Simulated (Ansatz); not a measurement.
NaI: input, output and frames of a trajectory

The calculation used Ansatz 0.2.0, DFT PBE+D3(BJ), scalar-relativistic, plane waves, PAW. Cutoff 420 eV, Γ-centred 1×1×1 k-points, Fermi–Dirac smearing of 0.069 eV. The mesh is coarse. No spin polarisation.

16 atoms, starting at 1.02 times the perfect crystal's volume (space group I4_1/amd, the cell as given, not relaxed at this level); Nosé–Hoover thermostat at 800 K, fixed cell; 78 steps of 1.5 fs. The run is short and not equilibrated.

The calculation finished and met its thresholds.

Command:
```bash
ansatz run input.yaml --threads 4 --pin off --max-ram 5120MiB --backend cpu --events-out ev --progress --plain --runs-dir out
```

Input:
```yaml
crystal:
  lattice:
    - [8.9167183189, 0.0, 0.0]
    - [0.0, 8.9167183189, 0.0]
    - [-2.2291795797, -2.2291795797, 8.4191628328]
  atoms:
    - { symbol: Na, position: [0.375, 0.125, 0.5] }
    - { symbol: Na, position: [0.875, 0.125, 0.5] }
    - { symbol: Na, position: [0.375, 0.625, 0.5] }
    - { symbol: Na, position: [0.875, 0.625, 0.5] }
    - { symbol: Na, position: [0.25, 0.25, 0.0] }
    - { symbol: Na, position: [0.75, 0.25, 0.0] }
    - { symbol: Na, position: [0.25, 0.75, 0.0] }
    - { symbol: Na, position: [0.75, 0.75, 0.0] }
    - { symbol: I, position: [0.125, 0.375, 0.5] }
    - { symbol: I, position: [0.625, 0.375, 0.5] }
    - { symbol: I, position: [0.125, 0.875, 0.5] }
    - { symbol: I, position: [0.625, 0.875, 0.5] }
    - { symbol: I, position: [0.0, 0.0, 0.0] }
    - { symbol: I, position: [0.5, 0.0, 0.0] }
    - { symbol: I, position: [0.0, 0.5, 0.0] }
    - { symbol: I, position: [0.5, 0.5, 0.0] }
basis:
  ecutwfc: 420
kpoints:
  mp_grid: { grid: [1, 1, 1], shift: [0.0, 0.0, 0.0] }
hamiltonian:
  xc: pbe
  dispersion: d3bj
scf:
  occupations: { method: fermi_dirac, width: 0.0689 }
  lower_state_search: "off"
  convergence: { dr2_threshold: 1.0e-07 }
output:
  forces: true
  stress: true
md:
  timestep: 1.5
  n_steps: 78
  ensemble: nvt_nose_hoover
  temperature: 800.0
  initial_velocities: maxwell_boltzmann
  seed: 42599
```

Output (its end):
```
...
SCF converged after 5 iterations
Free energy (F): -72014.056133 eV
Harris-Foulkes:  -72014.056132 eV  (|F-HF|=6.42e-8)
Internal energy: -72014.056133 eV  (E = F + TS)
E sigma→0 (E₀):  -72014.056133 eV
Entropy (-TS):   -0.000000 eV (-0.000 meV/atom)
Fermi energy:    3.199191 eV
--- Per-component energies (eV) ---
  E_band       = -5230.872594
  E_kinetic    = 2480.007202
  E_local      = -30057.568753  (includes V_loc(G=0)·N_el)
  E_nonlocal   = 201.602069
  E_hartree    = 13622.342784
  E_xc         = -1336.944980
  E_vxc        = -1430.249381  (∫ρ·V_xc dr)
  E_paw        = -40645.516853  (= ΣΔE_a)
  E_vpaw       = -3669.347741  (= ΣTr[D̂ρ^β])
  E_aug_tail   = -0.000310  (compensation charges beyond the density's cutoff)
  E_ewald      = -16274.815745
  E_disp       = -3.161548  (pairwise vdW)
  E_smearing   = -0.000000  (= −TS)
  E_closure    = -0.000000  (closes the sum)
  Σ components = -72014.056133   (vs F -72014.056133, Δ=0.00e0)
--- Forces (eV/Å), atoms counted from 1 ---
  atom   1  Na    -1.05866252     0.89748863     0.08551861
  atom   2  Na     0.10178768     0.04128098     0.02558039
  atom   3  Na    -0.10986671    -0.15679909    -0.26263912
  atom   4  Na     0.02788196     0.00729538     0.10904806
  atom   5  Na    -0.12967247    -0.13417280     0.14596801
  atom   6  Na    -0.05034021    -0.06974478    -0.16043225
  atom   7  Na     0.09269092     0.02748387     0.00951959
  atom   8  Na    -0.11513681     0.22788361     0.15101847
  atom   9  I      0.10059112     0.18074548     0.03138202
  atom  10  I      0.25249262     0.20698009     0.04490239
  atom  11  I     -0.11858485    -0.29219396     0.16021647
  atom  12  I      1.01689077    -0.84633520    -0.09498734
  atom  13  I     -0.09350864    -0.21943615     0.03373039
  atom  14  I     -0.00920439    -0.06778710    -0.30645302
  atom  15  I     -0.06260189    -0.03551329     0.05988937
  atom  16  I      0.15525701     0.23288673    -0.03232708
  max |Σ_I F_I| component: 6.50e-5 eV/Å
--- Stress (GPa, compression-positive) ---
        0.329136      -0.281737       0.428086
       -0.281737       0.234873       0.047977
        0.428086       0.047977      -0.763443
  P = ⅓ Tr σ = -0.0665 GPa (-0.665 kbar)
--- MD trajectory: 78 steps, t = 0.0 → 117.0 fs ---
  final state: T = 858.1 K   F+E_penalty+E_count = -72014.05613256 eV   E_kin = 1.663767 eV
  conserved energy: peak-to-peak 2.725e-4 eV (1.703e-5 eV/atom) over 117.0 fs
```

Frames along the run (Å, eV/Å; dE is the potential energy from the first frame):

```xyz
16
Lattice="8.917 0.000 0.000 0.000 8.917 0.000 -2.229 -2.229 8.419" Properties=species:S:1:pos:R:3:forces:R:3 pbc="T T T" time_fs=0.00 dE_eV=0.0000 T_K=800
Na    2.229    0.000    4.210   -0.004    0.004    0.000
Na    6.688    0.000    4.210   -0.004    0.004    0.000
Na    2.229    4.458    4.210   -0.004    0.004    0.000
Na    6.688    4.458    4.210   -0.004    0.004    0.000
Na    2.229    2.229    0.000    0.004   -0.004    0.000
Na    6.688    2.229    0.000    0.004   -0.004    0.000
Na    2.229    6.688    0.000    0.004   -0.004    0.000
Na    6.688    6.688    0.000    0.004   -0.004    0.000
I     0.000    2.229    4.210    0.066   -0.066    0.000
I     4.458    2.229    4.210    0.066   -0.066    0.000
I     0.000    6.688    4.210    0.066   -0.066    0.000
I     4.458    6.688    4.210    0.066   -0.066    0.000
I     0.000    0.000    0.000   -0.066    0.066    0.000
I     4.458    0.000    0.000   -0.066    0.066    0.000
I     0.000    4.458    0.000   -0.066    0.066    0.000
I     4.458    4.458    0.000   -0.066    0.066    0.000
16
Lattice="8.917 0.000 0.000 0.000 8.917 0.000 -2.229 -2.229 8.419" Properties=species:S:1:pos:R:3:forces:R:3 pbc="T T T" time_fs=9.00 dE_eV=0.0264 T_K=786
Na    2.154    0.042    4.215    0.126   -0.101   -0.005
Na    6.705   -0.004    4.155   -0.026    0.005    0.014
Na    2.310    4.490    4.277   -0.094   -0.007   -0.031
Na    6.721    4.466    4.128   -0.033   -0.011    0.007
Na    2.189    2.187    0.051    0.024    0.045   -0.001
Na    6.613    2.244    0.028    0.120   -0.034   -0.021
Na    2.225    6.701   -0.053   -0.038   -0.003    0.017
Na    6.614    6.615   -0.061    0.133    0.100    0.009
I     0.035    2.191    4.185   -0.014    0.083   -0.008
I     4.453    2.237    4.191    0.122   -0.051   -0.006
I    -0.004    6.678    4.241    0.082   -0.121    0.036
I     4.463    6.709    4.204    0.080   -0.040   -0.007
I     0.006    0.017    0.029   -0.143    0.007    0.029
I     4.474   -0.006   -0.018   -0.092    0.045   -0.030
I    -0.015    4.462    0.005   -0.081    0.059   -0.006
I     4.447    4.462    0.020   -0.165    0.022    0.003
16
Lattice="8.917 0.000 0.000 0.000 8.917 0.000 -2.229 -2.229 8.419" Properties=species:S:1:pos:R:3:forces:R:3 pbc="T T T" time_fs=18.00 dE_eV=0.1141 T_K=741
Na    2.083    0.081    4.219    0.305   -0.264   -0.006
Na    6.722   -0.008    4.100   -0.043    0.003    0.026
Na    2.387    4.522    4.343   -0.177   -0.015   -0.062
Na    6.753    4.474    4.046   -0.059   -0.025    0.012
Na    2.149    2.147    0.102    0.060    0.107    0.000
Na    6.542    2.258    0.056    0.226   -0.058   -0.039
Na    2.221    6.715   -0.106   -0.075    0.000    0.032
Na    6.545    6.546   -0.122    0.261    0.203    0.016
I     0.070    2.153    4.160   -0.167    0.285   -0.019
I     4.448    2.245    4.171    0.174   -0.038   -0.013
I    -0.008    6.668    4.274    0.098   -0.168    0.073
I     4.467    6.731    4.198    0.108   -0.012   -0.016
I     0.011    0.034    0.059   -0.206   -0.054    0.054
I     4.488   -0.011   -0.037   -0.119    0.015   -0.060
I    -0.031    4.466    0.010   -0.097    0.055   -0.009
I     4.435    4.467    0.039   -0.288   -0.033    0.011
16
Lattice="8.917 0.000 0.000 0.000 8.917 0.000 -2.229 -2.229 8.419" Properties=species:S:1:pos:R:3:forces:R:3 pbc="T T T" time_fs=27.00 dE_eV=0.2535 T_K=671
Na    2.023    0.110    4.224    0.533   -0.486    0.001
Na    6.738   -0.012    4.047   -0.053    0.000    0.035
Na    2.459    4.553    4.407   -0.252   -0.025   -0.090
Na    6.783    4.481    3.965   -0.079   -0.038    0.015
Na    2.112    2.110    0.152    0.115    0.182    0.003
Na    6.479    2.270    0.082    0.317   -0.077   -0.055
Na    2.213    6.729   -0.157   -0.105    0.004    0.045
Na    6.485    6.483   -0.183    0.385    0.305    0.020
I     0.104    2.117    4.134   -0.385    0.540   -0.036
I     4.445    2.253    4.152    0.219   -0.025   -0.020
I    -0.011    6.658    4.306    0.112   -0.207    0.109
I     4.473    6.752    4.193    0.144    0.016   -0.027
I     0.015    0.050    0.089   -0.269   -0.125    0.075
I     4.502   -0.016   -0.056   -0.144   -0.023   -0.091
I    -0.047    4.470    0.015   -0.115    0.053   -0.011
I     4.421    4.471    0.059   -0.422   -0.094    0.028
16
Lattice="8.917 0.000 0.000 0.000 8.917 0.000 -2.229 -2.229 8.419" Properties=species:S:1:pos:R:3:forces:R:3 pbc="T T T" time_fs=36.00 dE_eV=0.4110 T_K=592
Na    1.981    0.123    4.229    0.761   -0.720    0.019
Na    6.752   -0.015    3.994   -0.054   -0.001    0.041
Na    2.522    4.584    4.468   -0.314   -0.039   -0.116
Na    6.810    4.486    3.884   -0.092   -0.050    0.016
Na    2.078    2.079    0.203    0.185    0.266    0.008
Na    6.426    2.280    0.107    0.386   -0.088   -0.066
Na    2.202    6.743   -0.207   -0.124    0.007    0.054
Na    6.437    6.431   -0.243    0.490    0.390    0.018
I     0.135    2.084    4.109   -0.616    0.801   -0.062
I     4.442    2.260    4.133    0.255   -0.009   -0.026
I    -0.014    6.645    4.339    0.120   -0.239    0.144
I     4.479    6.774    4.187    0.180    0.045   -0.040
I     0.018    0.066    0.120   -0.335   -0.206    0.090
I     4.515   -0.022   -0.076   -0.166   -0.063   -0.122
I    -0.064    4.475    0.020   -0.133    0.052   -0.010
I     4.405    4.474    0.079   -0.542   -0.148    0.052
16
Lattice="8.917 0.000 0.000 0.000 8.917 0.000 -2.229 -2.229 8.419" Properties=species:S:1:pos:R:3:forces:R:3 pbc="T T T" time_fs=45.00 dE_eV=0.5271 T_K=537
Na    1.964    0.112    4.234    0.895   -0.859    0.040
Na    6.764   -0.019    3.943   -0.044    0.002    0.046
Na    2.574    4.613    4.526   -0.364   -0.059   -0.139
Na    6.835    4.490    3.803   -0.094   -0.060    0.014
Na    2.051    2.058    0.255    0.257    0.346    0.018
Na    6.387    2.286    0.129    0.429   -0.089   -0.075
Na    2.187    6.757   -0.256   -0.132    0.009    0.059
Na    6.407    6.392   -0.302    0.550    0.435    0.019
I     0.163    2.056    4.083   -0.761    0.968   -0.090
I     4.442    2.268    4.113    0.282    0.012   -0.029
I    -0.015    6.632    4.374    0.120   -0.267    0.177
I     4.486    6.796    4.181    0.208    0.069   -0.053
I     0.018    0.081    0.151   -0.400   -0.287    0.098
I     4.527   -0.027   -0.096   -0.182   -0.101   -0.154
I    -0.082    4.480    0.024   -0.150    0.052   -0.008
I     4.385    4.477    0.100   -0.613   -0.171    0.077
16
Lattice="8.917 0.000 0.000 0.000 8.917 0.000 -2.229 -2.229 8.419" Properties=species:S:1:pos:R:3:forces:R:3 pbc="T T T" time_fs=54.00 dE_eV=0.5509 T_K=533
Na    1.978    0.072    4.241    0.856   -0.812    0.050
Na    6.775   -0.023    3.893   -0.022    0.011    0.049
Na    2.615    4.640    4.578   -0.397   -0.081   -0.162
Na    6.856    4.492    3.723   -0.086   -0.067    0.012
Na    2.032    2.048    0.307    0.310    0.403    0.031
Na    6.362    2.289    0.149    0.442   -0.081   -0.081
Na    2.167    6.772   -0.302   -0.128    0.010    0.059
Na    6.394    6.368   -0.361    0.543    0.424    0.030
I     0.186    2.034    4.057   -0.740    0.952   -0.106
I     4.443    2.276    4.094    0.300    0.039   -0.028
I    -0.016    6.616    4.409    0.109   -0.294    0.206
I     4.495    6.818    4.174    0.224    0.080   -0.063
I     0.016    0.093    0.183   -0.446   -0.351    0.100
I     4.538   -0.034   -0.117   -0.189   -0.131   -0.185
I    -0.101    4.486    0.029   -0.165    0.052   -0.004
I     4.361    4.478    0.121   -0.611   -0.153    0.094
16
Lattice="8.917 0.000 0.000 0.000 8.917 0.000 -2.229 -2.229 8.419" Properties=species:S:1:pos:R:3:forces:R:3 pbc="T T T" time_fs=63.00 dE_eV=0.4833 T_K=579
Na    2.020    0.004    4.249    0.659   -0.591    0.043
Na    6.784   -0.026    3.845    0.010    0.026    0.051
Na    2.642    4.665    4.626   -0.412   -0.100   -0.185
Na    6.875    4.491    3.642   -0.069   -0.073    0.010
Na    2.023    2.051    0.361    0.327    0.419    0.046
Na    6.351    2.290    0.167    0.425   -0.067   -0.086
Na    2.143    6.787   -0.347   -0.114    0.009    0.054
Na    6.400    6.357   -0.420    0.472    0.366    0.055
I     0.205    2.017    4.029   -0.574    0.773   -0.104
I     4.446    2.284    4.073    0.308    0.071   -0.023
I    -0.017    6.599    4.446    0.089   -0.320    0.229
I     4.505    6.841    4.167    0.234    0.065   -0.069
I     0.011    0.104    0.216   -0.458   -0.380    0.097
I     4.548   -0.041   -0.140   -0.186   -0.150   -0.215
I    -0.121    4.491    0.034   -0.176    0.050    0.001
I     4.333    4.479    0.143   -0.538   -0.099    0.096
16
Lattice="8.917 0.000 0.000 0.000 8.917 0.000 -2.229 -2.229 8.419" Properties=species:S:1:pos:R:3:forces:R:3 pbc="T T T" time_fs=72.00 dE_eV=0.3729 T_K=652
Na    2.085   -0.084    4.259    0.387   -0.288    0.025
Na    6.795   -0.029    3.797    0.048    0.043    0.051
Na    2.656    4.687    4.669   -0.408   -0.113   -0.208
Na    6.892    4.488    3.560   -0.045   -0.075    0.011
Na    2.026    2.069    0.417    0.299    0.387    0.062
Na    6.355    2.289    0.181    0.383   -0.050   -0.092
Na    2.114    6.802   -0.391   -0.091    0.010    0.046
Na    6.422    6.359   -0.477    0.359    0.289    0.092
I     0.221    2.005    4.001   -0.361    0.539   -0.088
I     4.450    2.292    4.053    0.309    0.104   -0.015
I    -0.016    6.579    4.485    0.063   -0.341    0.245
I     4.517    6.865    4.160    0.254    0.009   -0.070
I     0.003    0.113    0.249   -0.429   -0.370    0.092
I     4.557   -0.049   -0.165   -0.172   -0.158   -0.244
I    -0.143    4.497    0.039   -0.180    0.044    0.008
I     4.302    4.479    0.165   -0.417   -0.030    0.085
16
Lattice="8.917 0.000 0.000 0.000 8.917 0.000 -2.229 -2.229 8.419" Properties=species:S:1:pos:R:3:forces:R:3 pbc="T T T" time_fs=81.00 dE_eV=0.2727 T_K=725
Na    2.164   -0.184    4.270    0.091    0.017    0.009
Na    6.807   -0.030    3.751    0.085    0.061    0.049
Na    2.656    4.705    4.704   -0.385   -0.121   -0.231
Na    6.907    4.483    3.478   -0.018   -0.072    0.017
Na    2.038    2.100    0.476    0.233    0.313    0.077
Na    6.372    2.285    0.193    0.318   -0.037   -0.100
Na    2.082    6.819   -0.434   -0.061    0.012    0.036
Na    6.456    6.371   -0.532    0.234    0.222    0.129
I     0.235    1.996    3.971   -0.182    0.344   -0.068
I     4.457    2.301    4.032    0.304    0.137   -0.004
I    -0.016    6.557    4.526    0.034   -0.354    0.252
I     4.530    6.889    4.152    0.315   -0.105   -0.067
I    -0.007    0.119    0.284   -0.367   -0.330    0.087
I     4.565   -0.059   -0.191   -0.148   -0.154   -0.270
I    -0.165    4.504    0.044   -0.175    0.034    0.017
I     4.268    4.478    0.189   -0.280    0.033    0.067
16
Lattice="8.917 0.000 0.000 0.000 8.917 0.000 -2.229 -2.229 8.419" Properties=species:S:1:pos:R:3:forces:R:3 pbc="T T T" time_fs=90.00 dE_eV=0.2162 T_K=780
Na    2.248   -0.285    4.281   -0.228    0.307    0.007
Na    6.823   -0.029    3.705    0.115    0.073    0.045
Na    2.643    4.719    4.732   -0.343   -0.125   -0.249
Na    6.922    4.475    3.395    0.008   -0.064    0.030
Na    2.059    2.142    0.539    0.146    0.213    0.092
Na    6.400    2.281    0.201    0.238   -0.033   -0.111
Na    2.048    6.835   -0.476   -0.026    0.016    0.025
Na    6.499    6.391   -0.584    0.118    0.184    0.157
I     0.248    1.990    3.941   -0.061    0.224   -0.049
I     4.466    2.312    4.011    0.294    0.166    0.009
I    -0.015    6.533    4.570    0.005   -0.356    0.248
I     4.546    6.913    4.143    0.452   -0.285   -0.067
I    -0.021    0.124    0.320   -0.290   -0.278    0.079
I     4.572   -0.069   -0.219   -0.116   -0.142   -0.291
I    -0.190    4.511    0.049   -0.160    0.019    0.028
I     4.231    4.478    0.213   -0.151    0.083    0.046
16
Lattice="8.917 0.000 0.000 0.000 8.917 0.000 -2.229 -2.229 8.419" Properties=species:S:1:pos:R:3:forces:R:3 pbc="T T T" time_fs=99.00 dE_eV=0.2123 T_K=812
Na    2.325   -0.377    4.293   -0.577    0.582    0.024
Na    6.842   -0.026    3.660    0.131    0.075    0.039
Na    2.617    4.729    4.753   -0.284   -0.131   -0.262
Na    6.937    4.464    3.311    0.027   -0.048    0.050
Na    2.085    2.193    0.606    0.052    0.100    0.107
Na    6.437    2.275    0.206    0.147   -0.038   -0.124
Na    2.011    6.853   -0.519    0.012    0.020    0.015
Na    6.547    6.417   -0.631    0.018    0.178    0.170
I     0.260    1.984    3.910    0.012    0.170   -0.029
I     4.477    2.323    3.989    0.282    0.187    0.022
I    -0.014    6.505    4.615   -0.026   -0.346    0.231
I     4.565    6.935    4.134    0.671   -0.518   -0.073
I    -0.036    0.127    0.357   -0.215   -0.235    0.070
I     4.579   -0.081   -0.250   -0.080   -0.122   -0.305
I    -0.215    4.518    0.054   -0.134    0.000    0.041
I     4.193    4.479    0.238   -0.036    0.127    0.025
16
Lattice="8.917 0.000 0.000 0.000 8.917 0.000 -2.229 -2.229 8.419" Properties=species:S:1:pos:R:3:forces:R:3 pbc="T T T" time_fs=108.00 dE_eV=0.2394 T_K=830
Na    2.384   -0.451    4.306   -0.899    0.805    0.056
Na    6.866   -0.019    3.616    0.128    0.065    0.032
Na    2.582    4.735    4.764   -0.207   -0.141   -0.266
Na    6.954    4.452    3.228    0.034   -0.024    0.076
Na    2.114    2.248    0.677   -0.041   -0.017    0.125
Na    6.480    2.268    0.207    0.049   -0.052   -0.141
Na    1.975    6.872   -0.561    0.053    0.025    0.009
Na    6.597    6.450   -0.673   -0.060    0.197    0.167
I     0.273    1.979    3.878    0.060    0.162   -0.004
I     4.490    2.336    3.967    0.268    0.201    0.034
I    -0.013    6.475    4.663   -0.065   -0.325    0.202
I     4.588    6.955    4.124    0.906   -0.739   -0.087
I    -0.052    0.128    0.396   -0.149   -0.214    0.055
I     4.585   -0.093   -0.283   -0.043   -0.098   -0.311
I    -0.242    4.525    0.060   -0.100   -0.020    0.052
I     4.153    4.480    0.264    0.065    0.174    0.000
16
Lattice="8.917 0.000 0.000 0.000 8.917 0.000 -2.229 -2.229 8.419" Properties=species:S:1:pos:R:3:forces:R:3 pbc="T T T" time_fs=117.00 dE_eV=0.2500 T_K=858
Na    2.414   -0.499    4.322   -1.059    0.897    0.086
Na    6.895   -0.011    3.571    0.102    0.041    0.026
Na    2.539    4.736    4.767   -0.110   -0.157   -0.263
Na    6.972    4.439    3.145    0.028    0.007    0.109
Na    2.141    2.303    0.755   -0.130   -0.134    0.146
Na    6.525    2.258    0.203   -0.050   -0.070   -0.160
Na    1.940    6.892   -0.604    0.093    0.027    0.010
Na    6.646    6.491   -0.711   -0.115    0.228    0.151
I     0.287    1.976    3.846    0.101    0.181    0.031
I     4.504    2.350    3.945    0.252    0.207    0.045
I    -0.013    6.443    4.713   -0.119   -0.292    0.160
I     4.618    6.971    4.114    1.017   -0.846   -0.095
I    -0.070    0.128    0.435   -0.094   -0.219    0.034
I     4.591   -0.107   -0.319   -0.009   -0.068   -0.306
I    -0.271    4.532    0.066   -0.063   -0.036    0.060
I     4.114    4.483    0.290    0.155    0.233   -0.032
```